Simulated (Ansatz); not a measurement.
# A defect in a wire: Cu wire along [110], 4 atoms a period, Al in place of one Cu

What does the defect do to the conductance?

Calculated with Ansatz 0.2.0; DFT PBE, plane waves, PAW; relaxation of a wire's period, in the first sound run; inputs show where later runs differ.

## Step 1: Set-up

The cell holds 4 atoms: 4 Cu. Cell: a = 8.615 Å, b = 10.650 Å, c = 2.567 Å, α = 90.0°, β = 90.0°, γ = 90.0°. Vacuum lies along a and b. The structure's axis is c.

## Step 2: The relaxed wire

Band widths follow the bond lengths, so the wire is relaxed first. The atoms and the third cell vector are free; the box across stays fixed as vacuum. A Fermi-Dirac smearing is set since the result may be a metal. The pressure printed is a third of the stress's trace over the whole box, vacuum included; only the stress along the axis is relaxed.

input.yaml reads:

```yaml
crystal:
  lattice:
    - [8.615, 0.0, 0.0]
    - [0.0, 10.65, 0.0]
    - [0.0, 0.0, 2.5667976157]
  atoms:
    - { symbol: Cu, position: [0.394660476, 0.439755757, 0.0] }
    - { symbol: Cu, position: [0.605339524, 0.319248826, 0.5] }
    - { symbol: Cu, position: [0.605339524, 0.560262687, 0.5] }
    - { symbol: Cu, position: [0.394660476, 0.680769617, 0.0] }
kpoints:
  mp_grid: { grid: [1, 1, 32] }
scf:
  occupations: { method: fermi_dirac, width: 0.05 }
hamiltonian:
  xc: pbe
relax:
  cell: { fix: [a, b, alpha, beta, gamma] }
  max_steps: 60
```

The run is started by

```console
ansatz run input.yaml --threads 4 --pin off --max-ram 16384MiB --backend cpu --events-out ev --progress --plain --runs-dir out
```

Numbers of over 12 decimals in the logs are rounded to 6 here.

Log:

```text
Engine: ansatz 0.2.0, aarch64-unknown-linux-gnu
Pseudopotentials: kind: paw
Pseudopotential: Cu, paw, valence charge 19, recommended cutoff 420 eV (normal), Cu.paw.azcp
Functional definition: PBE
  parameter kappa = 0.804
  parameter beta = 0.066725
  exchange = pbe_x(kappa = kappa, mu = beta*pi^2/3)
  correlation = pbe_c(beta = beta)
Crystal: 4 atoms, lattice volume = 235.503 Å³
Basis set: ecut = 420 eV, 4611 PW (Γ), exchange–correlation on 120×144×36 points (8 copies of the dense FFT grid, shifted against one another)
Bands: 46, of which v1, the nominal top of the filled ones, is band 38 counted from 1 (37 counted from 0)
Symmetry: 4 space group operations
Space group: P21/m (ITA 11), of the structure as read, at distance tolerance 6.2e-5 Å
k-points: 17 of 32
Non-local potential: Cu, projectors of the file, l = 0: 3, l = 1: 2, l = 2: 3, l = 3: 1
PAW form: soft (Blöchl's): semilocal exchange-correlation on the pseudo side does not see the compensation charge
PAW one-centre angular grid: Cu, 590 points (default); XC on 64 Gauss nodes
Initial density: superposition of atomic densities (neutral atoms: chi_scale 0, normalization atom), corrected by the library's trained network
Initial wavefunctions: pseudopotential atomic-orbital guess
Functional: x = pbe(κ = 0.804, μ = 0.219515), c = pbe(β = 0.066725)
SCF iter   1: F=—  HF=-26496.329766 eV  |F-HF|=—  |Δ(HF+E_count)|=         —  Δρ=3.25e-3  dr2=2.97e-2  ethr=1.77e-3  ⟨swp⟩=7.2  Hψ=3272  notcnv=0  defer=4
preconditioner: auto → LDOS  [metal: Δε(μ)=0.025 eV  Ē_g=5.909 eV  σ=0.050 eV  W_gap=0.13  n_scr=32 (ndim 8)  ℏωp=16.1 eV  f_vac=0.661  D(μ)=2.55/eV (n_scr^D=14)  β→1.0]
SCF iter   2: F=—  HF=-26496.333950 eV  |F-HF|=—  |Δ(HF+E_count)|=   4.18e-3  Δρ=4.69e-3  dr2=3.87e-2  ethr=3.91e-5  ⟨swp⟩=2.6  Hψ=1671  notcnv=0  defer=28
SCF iter   3: F=—  HF=-26496.329914 eV  |F-HF|=—  |Δ(HF+E_count)|=   4.04e-3  Δρ=3.38e-3  dr2=1.65e-2  ethr=3.91e-5  ⟨swp⟩=2.0  Hψ=1508  notcnv=0  defer=28
SCF iter   4: F=—  HF=-26496.326790 eV  |F-HF|=—  |Δ(HF+E_count)|=   3.12e-3  Δρ=5.23e-4  dr2=1.10e-3  ethr=2.17e-5  ⟨swp⟩=2.0  Hψ=1215  notcnv=0  defer=28
SCF iter   5: F=—  HF=-26496.326579 eV  |F-HF|=—  |Δ(HF+E_count)|=   2.10e-4  Δρ=2.16e-4  dr2=1.11e-4  ethr=1.45e-6  ⟨swp⟩=2.1  Hψ=1167  notcnv=0  defer=28
SCF iter   6: F=—  HF=-26496.326579 eV  |F-HF|=—  |Δ(HF+E_count)|=   7.20e-8  Δρ=1.98e-4  dr2=5.96e-5  ethr=1.46e-7  ⟨swp⟩=2.0  Hψ=1184  notcnv=0  defer=28
SCF iter   7: F=—  HF=-26496.326629 eV  |F-HF|=—  |Δ(HF+E_count)|=   4.93e-5  Δρ=5.40e-5  dr2=6.17e-6  ethr=7.84e-8  ⟨swp⟩=2.0  Hψ=1085  notcnv=0  defer=28
SCF iter   8: F=—  HF=-26496.326629 eV  |F-HF|=—  |Δ(HF+E_count)|=   1.27e-7  Δρ=1.68e-5  dr2=9.11e-7  ethr=8.12e-9  ⟨swp⟩=2.5  Hψ=1088  notcnv=0  defer=28
SCF iter   9: F=-26496.326629 eV  HF=-26496.326629 eV  |F-HF|=8.22e-9  |Δ(HF+E_count)|=   2.55e-8  Δρ=3.02e-6  dr2=3.92e-8  ethr=1.32e-10  ⟨swp⟩=3.1  Hψ=2813  notcnv=0
SCF 1 converged in 9 iterations: F = -26496.326629 eV  dr2 = 3.92e-8
  greatest PAW one-centre occupation: 1.000 electrons in one spin orbital (limit 2), on the Cu atom at site 3 (counted from 0), in its partial waves of l = 0
relax step   1: F+E_penalty+E_count = -26496.32662863 eV  Δ(F+E_penalty+E_count) = +0.000e0 eV  max|allowed force component| = 6.879e-1 eV/Å  Δτ_max = 0.0000 Å  P = -2.109 GPa  Ω = 235.503 Å³  fix = [a, b, alpha, beta, gamma]  reactions: a -1.158, b -1.948 GPa; gamma -0.594 GPa/rad  (9 SCF iters, dr2 threshold 1.00e-7 eV, accepted)
Crystal: 4 atoms, lattice volume = 229.683 Å³
Basis set: ecut = 420 eV, 4467 PW (Γ), exchange–correlation on 120×144×36 points (8 copies of the dense FFT grid, shifted against one another)
Initial density: handed on by an earlier stage of this run
Initial wavefunctions: those handed on with the density
iter 1 solved again at ethr=1.36e-4 eV; its pass at ethr=3.10e-3 eV (dr2=1.03e-1 eV) is discarded
SCF iter   1: F=—  HF=-26496.547647 eV  |F-HF|=—  |Δ(HF+E_count)|=         —  Δρ=8.47e-3  dr2=1.04e-1  ethr=1.36e-4  ⟨swp⟩=2.5  Hψ=3675  notcnv=0
preconditioner: auto → LDOS  [metal: Δε(μ)=0.030 eV  Ē_g=6.103 eV  σ=0.050 eV  W_gap=0.14  n_scr=36 (ndim 8)  ℏωp=16.3 eV  f_vac=0.665  D(μ)=2.44/eV (n_scr^D=14)  β→1.0]
SCF iter   2: F=—  HF=-26496.663933 eV  |F-HF|=—  |Δ(HF+E_count)|=   1.16e-1  Δρ=2.16e-2  dr2=6.11e-1  ethr=1.36e-4  ⟨swp⟩=2.9  Hψ=1596  notcnv=0  recentre
SCF iter   3: F=—  HF=-26496.529493 eV  |F-HF|=—  |Δ(HF+E_count)|=   1.34e-1  Δρ=3.61e-3  dr2=1.96e-2  ethr=1.36e-4  ⟨swp⟩=2.2  Hψ=1647  notcnv=0  defer=32
SCF iter   4: F=—  HF=-26496.525665 eV  |F-HF|=—  |Δ(HF+E_count)|=   3.83e-3  Δρ=6.29e-4  dr2=5.81e-4  ethr=2.57e-5  ⟨swp⟩=2.0  Hψ=1213  notcnv=0  defer=32
SCF iter   5: F=—  HF=-26496.525679 eV  |F-HF|=—  |Δ(HF+E_count)|=   1.40e-5  Δρ=5.55e-4  dr2=4.84e-4  ethr=7.64e-7  ⟨swp⟩=2.6  Hψ=1382  notcnv=0  defer=32
SCF iter   6: F=—  HF=-26496.525634 eV  |F-HF|=—  |Δ(HF+E_count)|=   4.56e-5  Δρ=1.64e-4  dr2=5.50e-5  ethr=6.37e-7  ⟨swp⟩=2.5  Hψ=1087  notcnv=0  defer=32
SCF iter   7: F=—  HF=-26496.525730 eV  |F-HF|=—  |Δ(HF+E_count)|=   9.61e-5  Δρ=4.96e-5  dr2=5.00e-6  ethr=7.23e-8  ⟨swp⟩=2.1  Hψ=994  notcnv=0  defer=32
SCF iter   8: F=-26496.525730 eV  HF=-26496.525730 eV  |F-HF|=8.87e-8  |Δ(HF+E_count)|=   5.56e-9  Δρ=9.32e-6  dr2=1.49e-7  ethr=5.26e-10  ⟨swp⟩=3.5  Hψ=3210  notcnv=0
SCF 2 converged in 8 iterations: F = -26496.525730 eV  dr2 = 1.49e-7
relax step   2: F+E_penalty+E_count = -26496.52572998 eV  Δ(F+E_penalty+E_count) = -1.991e-1 eV  max|allowed force component| = 3.618e-1 eV/Å  Δτ_max = 0.0770 Å  P = -1.089 GPa  Ω = 229.683 Å³  energy of the carried Pulay correction = +8.789e-4 eV  fix = [a, b, alpha, beta, gamma]  reactions: a -0.454, b -0.995 GPa; gamma -0.316 GPa/rad  (8 SCF iters, dr2 threshold 4.00e-7 eV, accepted)
Crystal: 4 atoms, lattice volume = 221.633 Å³
Basis set: ecut = 420 eV, 4291 PW (Γ), exchange–correlation on 120×144×36 points (8 copies of the dense FFT grid, shifted against one another)
iter 1 solved again at ethr=2.37e-4 eV; its pass at ethr=3.10e-3 eV (dr2=1.80e-1 eV) is discarded
SCF iter   1: F=—  HF=-26496.618563 eV  |F-HF|=—  |Δ(HF+E_count)|=         —  Δρ=1.14e-2  dr2=1.84e-1  ethr=2.37e-4  ⟨swp⟩=2.1  Hψ=4079  notcnv=0
preconditioner: auto → LDOS  [metal: Δε(μ)=0.036 eV  Ē_g=6.435 eV  σ=0.050 eV  W_gap=0.17  n_scr=36 (ndim 8)  ℏωp=16.5 eV  f_vac=0.672  D(μ)=2.25/eV (n_scr^D=10)  β→1.0]
SCF iter   2: F=—  HF=-26496.805221 eV  |F-HF|=—  |Δ(HF+E_count)|=   1.87e-1  Δρ=2.78e-2  dr2=9.83e-1  ethr=2.37e-4  ⟨swp⟩=3.6  Hψ=1972  notcnv=0  recentre
SCF iter   3: F=—  HF=-26496.585898 eV  |F-HF|=—  |Δ(HF+E_count)|=   2.19e-1  Δρ=4.43e-3  dr2=2.70e-2  ethr=2.37e-4  ⟨swp⟩=3.1  Hψ=1756  notcnv=0  defer=36
SCF iter   4: F=—  HF=-26496.580218 eV  |F-HF|=—  |Δ(HF+E_count)|=   5.68e-3  Δρ=7.13e-4  dr2=6.92e-4  ethr=3.56e-5  ⟨swp⟩=2.0  Hψ=1209  notcnv=0  defer=36
SCF iter   5: F=—  HF=-26496.580364 eV  |F-HF|=—  |Δ(HF+E_count)|=   1.46e-4  Δρ=6.70e-4  dr2=5.99e-4  ethr=9.10e-7  ⟨swp⟩=2.4  Hψ=1380  notcnv=0  defer=36
SCF iter   6: F=—  HF=-26496.580262 eV  |F-HF|=—  |Δ(HF+E_count)|=   1.02e-4  Δρ=1.27e-4  dr2=2.77e-5  ethr=7.88e-7  ⟨swp⟩=2.0  Hψ=1157  notcnv=0  defer=36
SCF iter   7: F=—  HF=-26496.580326 eV  |F-HF|=—  |Δ(HF+E_count)|=   6.34e-5  Δρ=3.99e-5  dr2=3.21e-6  ethr=3.64e-8  ⟨swp⟩=2.1  Hψ=1066  notcnv=0  defer=36
SCF iter   8: F=-26496.580327 eV  HF=-26496.580327 eV  |F-HF|=4.67e-8  |Δ(HF+E_count)|=   1.17e-6  Δρ=1.39e-5  dr2=3.85e-7  ethr=5.26e-10  ⟨swp⟩=3.6  Hψ=3280  notcnv=0
SCF 3 converged in 8 iterations: F = -26496.580327 eV  dr2 = 3.85e-7
relax step   3: F+E_penalty+E_count = -26496.58032673 eV  Δ(F+E_penalty+E_count) = -5.460e-2 eV  max|allowed force component| = 1.917e-1 eV/Å  Δτ_max = 0.0928 Å  P = +0.607 GPa  Ω = 221.633 Å³  energy of the carried Pulay correction = +2.131e-3 eV  fix = [a, b, alpha, beta, gamma]  reactions: a +0.525, b +0.587 GPa; gamma +0.128 GPa/rad  (8 SCF iters, dr2 threshold 4.00e-7 eV, accepted)
[...]
relax step   4: F+E_penalty+E_count = -26496.59014666 eV  Δ(F+E_penalty+E_count) = -9.820e-3 eV  max|allowed force component| = 1.665e-2 eV/Å  Δτ_max = 0.0282 Å  P = +0.007 GPa  Ω = 223.593 Å³  energy of the carried Pulay correction = +1.822e-3 eV  fix = [a, b, alpha, beta, gamma]  reactions: a +0.111, b +0.003 GPa; gamma -0.035 GPa/rad  (7 SCF iters, dr2 threshold 4.00e-7 eV, accepted)
[...]
relax step   5: F+E_penalty+E_count = -26496.59035063 eV  Δ(F+E_penalty+E_count) = -2.040e-4 eV  max|allowed force component| = 4.205e-3 eV/Å  Δτ_max = 0.0035 Å  P = +0.058 GPa  Ω = 223.337 Å³  energy of the carried Pulay correction = +1.863e-3 eV  fix = [a, b, alpha, beta, gamma]  reactions: a +0.145, b +0.035 GPa; gamma -0.007 GPa/rad  (6 SCF iters, dr2 threshold 2.20e-8 eV, accepted)
Initial wavefunctions: pseudopotential atomic-orbital guess (no wavefunctions were taken with the density)
iter 1 solved again at ethr=4.03e-6 eV; its pass at ethr=3.10e-3 eV (dr2=3.06e-3 eV) is discarded
SCF iter   1: F=—  HF=-26496.587589 eV  |F-HF|=—  |Δ(HF+E_count)|=         —  Δρ=1.00e-4  dr2=3.64e-6  ethr=4.03e-6  ⟨swp⟩=2.9  Hψ=5106  notcnv=0
eigensolver tolerance schedule: the retry pair's looser diagonalisation over-reported the residual by 839.80 of it (diagonalisation noise at an unbounded share of the residual, at the tolerance the schedule requests for it); recorded, not acted on — ethr = c·dr2/N_el stays at c = 1.0e-1
preconditioner: auto → LDOS  [metal: Δε(μ)=0.032 eV  Ē_g=6.452 eV  σ=0.050 eV  W_gap=0.16  n_scr=36 (ndim 8)  ℏωp=16.5 eV  f_vac=0.670  D(μ)=2.16/eV (n_scr^D=10)  β→1.0]
SCF iter   2: F=—  HF=-26496.587681 eV  |F-HF|=—  |Δ(HF+E_count)|=   9.26e-5  Δρ=2.49e-4  dr2=8.49e-5  ethr=4.80e-9  ⟨swp⟩=3.0  Hψ=1804  notcnv=0
SCF iter   3: F=—  HF=-26496.587681 eV  |F-HF|=—  |Δ(HF+E_count)|=   2.89e-7  Δρ=2.63e-4  dr2=8.66e-5  ethr=4.80e-9  ⟨swp⟩=3.0  Hψ=1862  notcnv=0
SCF iter   4: F=—  HF=-26496.587663 eV  |F-HF|=—  |Δ(HF+E_count)|=   1.76e-5  Δρ=8.09e-5  dr2=7.81e-6  ethr=4.80e-9  ⟨swp⟩=2.4  Hψ=1619  notcnv=0
SCF iter   5: F=—  HF=-26496.587662 eV  |F-HF|=—  |Δ(HF+E_count)|=   1.68e-6  Δρ=1.91e-5  dr2=5.59e-7  ethr=4.80e-9  ⟨swp⟩=2.0  Hψ=1329  notcnv=0
SCF iter   6: F=—  HF=-26496.587662 eV  |F-HF|=—  |Δ(HF+E_count)|=   5.35e-8  Δρ=2.38e-6  dr2=2.44e-8  ethr=7.36e-10  ⟨swp⟩=2.0  Hψ=1045  notcnv=0
SCF iter   7: F=—  HF=-26496.587662 eV  |F-HF|=—  |Δ(HF+E_count)|=   8.06e-9  Δρ=1.35e-6  dr2=5.02e-9  ethr=3.21e-11  ⟨swp⟩=2.1  Hψ=1162  notcnv=0
SCF iter   8: F=—  HF=-26496.587662 eV  |F-HF|=—  |Δ(HF+E_count)|=  1.13e-10  Δρ=3.41e-7  dr2=4.69e-10  ethr=6.61e-12  ⟨swp⟩=1.9  Hψ=897  notcnv=0
SCF iter   9: F=-26496.587662 eV  HF=-26496.587662 eV  |F-HF|=4.00e-11  |Δ(HF+E_count)|=  5.46e-11  Δρ=1.04e-7  dr2=2.02e-11  ethr=1.00e-12  ⟨swp⟩=3.8  Hψ=3218  notcnv=0
SCF 6 converged in 9 iterations: F = -26496.587662 eV  dr2 = 2.02e-11
relax step   6: F+E_penalty+E_count = -26496.58766171 eV  Δ(F+E_penalty+E_count) = +2.689e-3 eV  max|allowed force component| = 4.178e-3 eV/Å  Δτ_max = 0.0000 Å  P = +0.067 GPa  Ω = 223.337 Å³  fix = [a, b, alpha, beta, gamma]  reactions: a +0.150, b +0.040 GPa; gamma -0.005 GPa/rad  stress off target by 9.73e-3 GPa on what of the cell is left free  SCF on the basis re-selected at this cell (its energy is not comparable with the rows above)  (9 SCF iters)
basis re-selected at this cell: Δ(F+E_penalty+E_count) = +2.689e-3 eV, ΔP = +0.009 GPa vs the last step (what re-selecting the basis moved, of the pressure what is left beyond the Pulay correction that the steps carried, after the strain that the cell walked since its last selection, with what the two solves' SCF thresholds leave and, on support functions, any second-order correction that the steps lacked; it is no m [...]
SCF converged after 9 iterations
Free energy (F): -26496.587662 eV
Harris-Foulkes:  -26496.587662 eV  (|F-HF|=4.00e-11)
Internal energy: -26496.570397 eV  (E = F + TS)
E sigma→0 (E₀):  -26496.579029 eV
Entropy (-TS):   -0.017265 eV (-4.316 meV/atom)
Fermi energy:    0.172366 eV
--- Per-component energies (eV) ---
  E_band       = -2653.504361
  E_kinetic    = 1199.505520
  E_local      = -48865.344816  (includes V_loc(G=0)·N_el)
  E_nonlocal   = 1580.049167
  E_hartree    = 22863.577033
  E_xc         = -350.815287
  E_vxc        = -451.932123  (∫ρ·V_xc dr)
  E_paw        = -6670.686083  (= ΣΔE_a)
  E_vpaw       = -1842.937504  (= ΣTr[D̂ρ^β])
  E_aug_tail   = 0.001196  (compensation charges beyond the density's cutoff)
  E_ewald      = 3747.142873
  E_smearing   = -0.017265  (= −TS)
  E_closure    = -0.000000  (closes the sum)
  Σ components = -26496.587662   (vs F -26496.587662, Δ=0.00e0)
--- Forces (eV/Å), atoms counted from 1 ---
  atom   1  Cu    -0.00072316    -0.00417811     0.00000000
  atom   2  Cu    -0.00182174    -0.00094275     0.00000000
  atom   3  Cu     0.00072316     0.00417811     0.00000000
  atom   4  Cu     0.00182174     0.00094275     0.00000000
  max |Σ_I F_I| component: 5.42e-19 eV/Å
--- Stress (GPa, compression-positive) ---
        0.150378       0.005195       0.000000
        0.005195       0.039981       0.000000
        0.000000       0.000000       0.009727
  P = ⅓ Tr σ = 0.0667 GPa (0.667 kbar)
--- Relaxed structure (5 steps of the walk, 5 accepted, 1 SCFs on fresh bases) ---
  F+E_penalty+E_count = -26496.58766171 eV   max|allowed force component| = 4.178e-3 eV/Å   (the final SCF, on the basis selected at the relaxed cell)
  cell:  # Å, volume = 223.3367 Å³
    - [8.615, 0, 0.0]
    - [0, 10.65, 0.0]
    - [0.0, 0.0, 2.434195]
  atoms:
    - { symbol: Cu, position: [0.393194, 0.442037, 0.0] }
    - { symbol: Cu, position: [0.598664, 0.331706, 0.5] }
    - { symbol: Cu, position: [0.606806, 0.557963, 0.5] }
    - { symbol: Cu, position: [0.401336, 0.668294, 0.0] }
```

Run time: 16 s. Hardware: 4 threads of Arm Neoverse V2, shared host; peak memory 0.62 GiB; 59 s of CPU time.

Relaxation path:

```
step  energy less that of the first step (eV)  largest force component (eV/Å)  pressure (GPa)  volume (Å³)
   1                                   0.0000                          0.6879           -2.11       235.50
   2                                  -0.1991                          0.3618           -1.09       229.68
   3                                  -0.2537                          0.1917            0.61       221.63
   4                                  -0.2635                          0.0167            0.01       223.59
   5                                  -0.2637                          0.0042            0.06       223.34
  6*                                  -0.2610                          0.0042            0.07       223.34
```

Relaxation steps marked * repeat the geometry before them on a plane-wave basis chosen anew for their cell, so energy and pressure can jump there.

The run keeps the 4 symmetry operations that it works with, so distortions that break them were not tested.

```
cell as run  before  after  change
      c (Å)   2.567  2.434  -5.2 %
```

The atoms that moved most (Å, along periodic axes as changes of fractional coordinates times the final cell, across vacuum about the mean position):

```
atom      dx      dy     dz  length
 Cu2  -0.058   0.133  0.000   0.145
 Cu4   0.058  -0.133  0.000   0.145
 Cu3   0.013  -0.024  0.000   0.027
 Cu1  -0.013   0.024  0.000   0.027
```

The relaxed structure:

```xyz
4
Lattice="8.6150 0.0000 0.0000 0.0000 10.6500 0.0000 0.0000 0.0000 2.4342" Properties=species:S:1:pos:R:3
Cu    3.3874    4.7077    0.0000
Cu    5.1575    3.5327    1.2171
Cu    5.2276    5.9423    1.2171
Cu    3.4575    7.1173    0.0000
```

Numbers from this step:

| Property | Result |
| --- | --- |
| energy at zero smearing | -26496.5790 eV |
| cell length along the wire | 2.434 Å |

The cell's length comes to 2.434 Å with spin left out.

(Continued in part 2 of 4.)

[Logs are printed without paths, hosts, clocks, repeated set-up lines and the standing remarks that a program may print on its own settings, such as how far it seeks lower states.]

[Hosts, paths, dates, database ids (printed as entryN), source tags and the programs' standing remarks are cut or masked in the printed files.]
